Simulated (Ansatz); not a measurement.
Crystal: HfO2.

```
Hf O
1.0
     0.00000    2.55750    2.55750
     2.55750    0.00000    2.55750
     2.55750    2.55750    0.00000
Hf O
1 2
Direct
  0.00000 0.00000 0.00000
  0.75000 0.75000 0.75000
  0.25000 0.25000 0.25000
```

Measurements of this composition are mostly on another form, of space group No. 14.

Below is the output of Ansatz 0.2.0 for this cell. Logs are shortened: lines on timing, memory, paths and dates and some standing lists are left out, and cuts for length are marked.

```text
Warning: RAYON_NUM_THREADS=2 ignored (pool sized by the plan → 2); use --threads N
The last accepted step is kept in <dir> (removed where the run ends without a failure and the disk answers)
LAPW: plane waves up to 9.825 Å⁻¹, error target 2.0e-3 eV per atom; small_component_spin mean_spin; O in spheres of 0.918 Å, 8 of its electrons in bands, Dirac shells []; Hf in spheres of 1.231 Å, 42 of its electrons in bands, Dirac shells [] (how accurate: hamiltonian.pseudopotentials.lapw.basis_error, Limitations)
Engine: ansatz 0.2.0, aarch64-unknown-linux-gnu
Pseudopotentials: kind: all_electron
Pseudopotential: Hf, LAPW, valence charge 42, lapw/all_electron/scalar/gaussian/Hf, Koelling and Harmon's equation, gaussian nucleus
Pseudopotential: O, LAPW, valence charge 8, lapw/all_electron/scalar/gaussian/O, Koelling and Harmon's equation, gaussian nucleus
Functional definition: PBEsol
  exchange = pbesol_x
  correlation = pbesol_c
Crystal: 3 atoms, lattice volume = 33.456 Å³
Basis set: ecut = 367.80988483270306 eV, 531 PW (Γ), exchange–correlation at level 2
Bands: 35, of which v1, the nominal top of the filled ones, is band 29 counted from 1 (28 counted from 0)
Symmetry: 48 space group operations
Space group: Fm-3m (ITA 225), of the structure as read, at distance tolerance 3.2e-5 Å
k-points: 35 of 729
Non-local potential: Hf, projectors of the file, none
Non-local potential: O, projectors of the file, none
Initial density: superposition of atomic densities (chi_scale 0.1, normalization cell, long waves kept (reshape's long-wave potential 0.00 eV rms))
Initial wavefunctions: plane waves of lowest kinetic energy (no species holds an atomic orbital)
Functional: x = pbesol(κ = 0.804, μ = 0.12345679012345678), c = pbesol(β = 0.046)
iter 1 solved again at ethr=1.34e-2 eV; its pass at ethr=1.00e-1 eV (dr2=7.76e0 eV) is discarded
SCF iter   1: F=—  HF=-414219.777692 eV  |F-HF|=—  |Δ(HF+E_count)|=         —  Δρ=1.41e-1  dr2=7.75e0  ethr=1.34e-2  ⟨swp⟩=2.0  Hψ=7537  notcnv=0
preconditioner: auto → none  [insulator: Δε(μ)=6.783 eV  Ē_g=19.349 eV  σ=0.050 eV  W_gap=1.00  n_scr=14 (ndim 8)  ℏωp=38.5 eV  f_vac=0.049  D(μ)=0.00/eV (n_scr^D=0)  ε∞_Penn≈5.0]
SCF iter   2: F=—  HF=-414217.255868 eV  |F-HF|=—  |Δ(HF+E_count)|=    2.52e0  Δρ=6.69e-2  dr2=1.38e0  ethr=1.34e-2  ⟨swp⟩=3.0  Hψ=3712  notcnv=0
SCF iter   3: F=—  HF=-414215.887720 eV  |F-HF|=—  |Δ(HF+E_count)|=    1.37e0  Δρ=2.37e-2  dr2=2.23e-1  ethr=2.38e-3  ⟨swp⟩=3.0  Hψ=4037  notcnv=0
[... 52 lines left out ...]
SCF iter   2: F=-414215.873152 eV  HF=-414215.873152 eV  |F-HF|=2.15e-9  |Δ(HF+E_count)|=   2.44e-7  Δρ=1.96e-6  dr2=6.63e-10  ethr=1.19e-11 (applied; sched 4.20e-12)  ⟨swp⟩=3.0  Hψ=3809  notcnv=0
SCF 5 converged in 2 iterations: F = -414215.873152 eV  dr2 = 6.63e-10
relax step   5: F+E_penalty+E_count = -414215.87315178 eV  Δ(F+E_penalty+E_count) = -5.586e-7 eV  max|allowed force component| = 4.279e-17 eV/Å  Δτ_max = 0.0000 Å  P = +4.989 GPa  Ω = 31.505 Å³  stress off target by 1.11e-2 GPa  SCF on the basis re-selected at this cell (its energy is not comparable with the rows above)  (2 SCF iters)
basis re-selected at this cell: Δ(F+E_penalty+E_count) = -5.586e-7 eV, ΔP = +0.000 GPa vs the last step (what re-selecting the basis moved, after the strain that the cell walked since its last selection, with what the two solves' SCF thresholds leave and, on support functions, any second-order correction that the steps lacked; it is no measure of the basis error at this ecutwfc). This SCF's stress stands 1.11e-2 GPa from its target on what of the cell is left free (relax.cell.stress_tol is 5.00e-2 GPa) and its largest allowed force component is 4.28e-17 eV/Å (relax.f_tol is 5.00e-3 eV/Å): within both
SCF converged after 2 iterations
Free energy (F): -414215.873152 eV
Harris-Foulkes:  -414215.873152 eV  (|F-HF|=2.15e-9)
Internal energy: -414215.873152 eV  (E = F + TS)
E sigma→0 (E₀):  -414215.873152 eV
Fermi energy:    18.751429 eV
--- Per-component energies (eV) ---
  E_band       = -5816.070484
  E_kinetic    = 460385.336007
  E_xc         = -8746.146053
  E_electrostatic = -865855.063106  (all electrons and nuclei)
  E_smearing   = -0.000000  (= −TS)
  E_closure    = 0.000000  (closes the sum)
  E_atoms      = -414187.077045  (free atoms, spherical and without spin; not in F)
  Σ components = -414215.873152   (vs F -414215.873152, Δ=0.00e0)
  Basis errors (estimates in eV, not in F): energy 8.0e-4 per atom: plane waves 7.1e-4 (4.3e-4 summed), levels above the bands 4.3e-69, relativity 6.9e-8, radial functions 8.0e-5, core shells 4.4e-6; eigenvalues (radial functions only) 1.0e-5; not estimated: angular momenta, meshes, grids; target (lapw.basis_error) 2.0e-3; muffin-tin radii O 0.899 Å, Hf 1.206 Å
--- Forces (eV/Å), atoms counted from 1 ---
  atom   1  Hf    -0.00000000     0.00000000     0.00000000
  atom   2  O     -0.00000000    -0.00000000    -0.00000000
  atom   3  O      0.00000000     0.00000000     0.00000000
  max |Σ_I F_I| component: 1.39e-17 eV/Å
--- Stress (GPa, compression-positive) ---
        4.988880       0.000000       0.000000
        0.000000       4.988880       0.000000
        0.000000       0.000000       4.988880
  P = ⅓ Tr σ = 4.9889 GPa (49.889 kbar)
--- Relaxed structure (4 steps of the walk, 4 accepted, 1 SCFs on fresh bases) ---
  F+E_penalty+E_count = -414215.87315178 eV   max|allowed force component| = 4.279e-17 eV/Å   (the final SCF, on the basis selected at the relaxed cell)
  cell:  # Å, volume = 31.5052 Å³
    - [4.0762976263164716e-34, 2.5067857565488025, 2.5067857565488025]
    - [2.5067857565488025, 3.6941447238493025e-34, 2.5067857565488025]
    - [2.5067857565488025, 2.5067857565488025, 1.2738430082238975e-34]
  atoms:
    - { symbol: Hf, position: [-5.196024643426211e-35, 4.914120491518356e-35, 4.307005173061732e-35] }
    - { symbol: O, position: [0.7499999999999999, 0.7499999999999999, 0.7499999999999999] }
    - { symbol: O, position: [0.24999999999999997, 0.24999999999999997, 0.24999999999999997] }
```

Question: What input gives this log?

Answer: Relaxation of cell and atoms with PBEsol, no spin polarisation. The files as run (others can give the same):

input.yaml
```yaml
crystal:
  lattice:
    - [0.0, 2.5575, 2.5575]
    - [2.5575, 0.0, 2.5575]
    - [2.5575, 2.5575, 0.0]
  atoms:
    - { symbol: Hf, position: [0.0, 0.0, 0.0] }
    - { symbol: O, position: [0.75, 0.75, 0.75] }
    - { symbol: O, position: [0.25, 0.25, 0.25] }
kpoints:
  mp_grid: { grid: [9, 9, 9] }
scf:
  occupations: { method: fermi_dirac, width: 0.05 }
hamiltonian:
  xc: pbesol
  pseudopotentials: { kind: all_electron, lapw: { basis_error: 0.002 } }
output:
  forces: true
  stress: true
relax:
  f_tol: 0.005
  max_steps: 60
  cell: { p_target: 5 }
```

Potentials or basis: all-electron LAPW, scalar-relativistic.
Launch:
```console
$ ansatz run input.yaml --threads 2 --pin off --max-ram 8192MiB --backend cpu --events-out ev --progress --plain --runs-dir out
```

Caveat: spin-orbit coupling is left out, which moves the levels of the heavy elements; an odd mesh through Γ misses points on the zone boundary, where band edges often lie.
